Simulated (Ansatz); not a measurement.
## Perturbing SiC

Base: an entry of the Crystallography Open Database (COD) whose atoms were relaxed with PBE, the cell held.

```xyz
16
Lattice="3.0790 0.0000 0.0000 -1.5395 2.6665 0.0000 0.0000 0.0000 20.1460" Properties=species:S:1:pos:R:3 pbc="T T T"
Si    0.0000    1.7777    5.0386
Si    1.5395    0.8888   15.1116
Si    0.0000    1.7777   12.5913
Si    1.5395    0.8888    2.5183
Si    0.0000    0.0000    0.0020
Si    0.0000    0.0000   10.0750
Si    0.0000    1.7777   17.6313
Si    1.5395    0.8888    7.5583
C     0.0000    1.7777   19.5197
C     1.5395    0.8888    9.4467
C     0.0000    0.0000    1.8911
C     0.0000    0.0000   11.9641
C     0.0000    1.7777    6.9327
C     1.5395    0.8888   17.0057
C     0.0000    1.7777   14.4793
C     1.5395    0.8888    4.4063
```

Sites (sets of like atoms) are named by element and the number of their first atom in this list.

The numbers come from a DFT calculation in Ansatz (PBE, plane waves and PAW, scalar-relativistic, 420 eV cutoff, Γ-centred 10×10×2 k-points, Fermi–Dirac smearing 0.02 eV).

Gradients in 10²¹ V/m², for some of the sites:

| site | atoms | V_zz base | η base | V_zz variant | η variant |
| --- | --- | --- | --- | --- | --- |
| Si1 | 1 | -0.092 | 0.00 | -0.12 | 0.00 |
| Si2 | 2 | -0.092 | 0.00 | -1.31 | 0.84 |
| Si3 | 3 | 0.17 | 0.00 | 0.18 | 0.07 |
| Si4 | 4 | 0.17 | 0.00 | 0.14 | 0.01 |
| Si5 | 5 | 0.13 | 0.00 | 0.097 | 0.09 |
| Si6 | 6 | 0.13 | 0.00 | 0.098 | 0.00 |
| Si7 | 7 | 0.22 | 0.00 | 0.17 | 0.49 |
| Si8 | 8 | 0.22 | 0.00 | 0.19 | 0.00 |
| C10 | 10 | 0.020 | 0.00 | 0.027 | 0.03 |
| C11 | 11 | 0.018 | 0.00 | 0.026 | 0.01 |
| C12 | 12 | 0.018 | 0.00 | 0.032 | 0.01 |
| C13 | 13 | 0.21 | 0.00 | 0.21 | 0.00 |
| C14 | 14 | 0.21 | 0.00 | 0.12 | 0.07 |
| C15 | 15 | 0.054 | 0.00 | 0.16 | 0.56 |

(1) Which change was made?
A. x and y compressed by 3 %, ions at fixed fractional positions
B. volume scaled by 0.96, ions at fixed fractional positions
C. atom 2 (Si) moved by 0.05 Å along (0.038, 0.026, 0.020) Å
D. volume scaled by 1.03, ions at fixed fractional positions

Answers

(1) C. It leaves 16 symmetry-distinct sites where the base has 8, which no other option does. The largest change of V_zz along a kept axis is on C15, from 0.054 to 0.16. The whole tensor moves most on Si2, by 1.30 along its most changed direction. Small gradients that grow severalfold: Si2 (-0.092 to -1.31). Where |V_zz| stays above 0.1 and the axes keep their order, η moves most on Si7, from 0.00 to 0.49. On Si2 the largest principal value lies along another axis in the second run, so the two V_zz can't be compared directly. The table leaves out 2 of the 16 sites, with |V_zz| up to 0.07; their tensors move by 0.01 at most along any direction. The statements above cover all sites.

For the variant: The atoms aren't relaxed after the move (largest force 1.1 eV/Å).
